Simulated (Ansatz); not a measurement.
Consider the following.

```yaml
crystal:
  lattice:
    - [3.52605, 0.00000, 0.00000]
    - [0.00000, 4.98659, 0.00000]
    - [0.00000, 0.00000, 18.52605]
  atoms:
    - { symbol: N, position: [0.75000, 0.48781, 0.40175] }
    - { symbol: In, position: [0.25000, 0.27861, 0.41317] }
    - { symbol: N, position: [0.25000, 0.98075, 0.50000] }
    - { symbol: In, position: [0.75000, 0.73640, 0.50000] }
    - { symbol: N, position: [0.75000, 0.48781, 0.59825] }
    - { symbol: In, position: [0.25000, 0.27861, 0.58683] }
```

No spin polarisation.

Calculations: PBEsol in Ansatz (plane waves to 420 eV, PAW, without spin-orbit coupling). k-mesh 9×7×1 (Γ-centred); smearing 0.05 eV (Fermi–Dirac). The cell is a slab with vacuum along z.

Q: Estimate the band gap.

A: 0.63 eV.

Q: What gap character does the calculation give?

A: Indirect, U → Γ.

No phonon test of stability was made. The cell was made from InN in the zinc blende structure (space group F-43m, No. 216) by this change: a free-standing slab of 3 layers (6 atoms, 2 a layer) is cut normal to [110], with 15 Å of vacuum and the in-plane cell held at bulk. This is not the structure that InN has at room temperature and ambient pressure.

Ansatz is a quantum-chemistry and plane-wave program.
